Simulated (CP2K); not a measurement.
Runs of CP2K 2026.2 on GaP. The structure is cubic, space group F-43m (No. 216). The conventional cell has a = 5.451 Å, b = 5.451 Å, c = 5.451 Å, α = 90.00°, β = 90.00°, γ = 90.00°. Around Ga (site symmetry -43m) lie 4 P at 2.36 Å. P (site symmetry -43m) is surrounded by 4 Ga at 2.36 Å. 

```csv
task,level,potentials or basis,smearing,EPS_DEFAULT,NGRIDS,points a segment of the path (NPOINTS),bands added on the path,CUTOFF of the grids,gap on the mesh (eV),pressure (GPa)
band structure,LDA,"GTH_POTENTIALS Ga GTH-PADE-q13, P GTH-PADE-q5; TZVP-MOLOPT-PBE-GTH basis",fermi-dirac 0.05 eV,1.0E-10,4,10,4,450 Ry,1.49,(b)
band structure,TB-mBJ,"POTENTIAL_UZH Ga GTH-PBE-q13, P GTH-PBE-q5; TZVP-MOLOPT-PBE-GTH basis",fermi-dirac 0.05 eV,1.0E-9,4,6,6,675 Ry,(a),-
band structure,PBEsol,"POTENTIAL_UZH Ga GTH-PBE-q13, P GTH-PBE-q5; TZVP-MOLOPT-PBE-GTH basis",fermi-dirac 0.0259 eV,1.0E-9,5,8,2,450 Ry,1.51,0.3
band structure,r2SCAN,"POTENTIAL_UZH Ga GTH-SCAN-q13, P GTH-SCAN-q5; TZVP-MOLOPT-SCAN-GTH basis",fermi-dirac 0.05 eV,1.0E-10,4,6,2,675 Ry,1.94,-0.1
```

Alike in all rows: no spin polarisation; cell as given; k mesh 8 × 8 × 8.

Question: Fill in the values left out.

Answer: (a) 1.79; (b) -2.5.

Caveats: the basis of atomic orbitals isn't converged, which shifts pressures, moduli and gaps; the potentials were made for another functional, which shifts forces and pressure (some runs); this is a model potential without an energy functional, so only levels have meaning (some runs).

A k mesh can miss the band edges, and the runs leave out spin-orbit coupling on Ga.
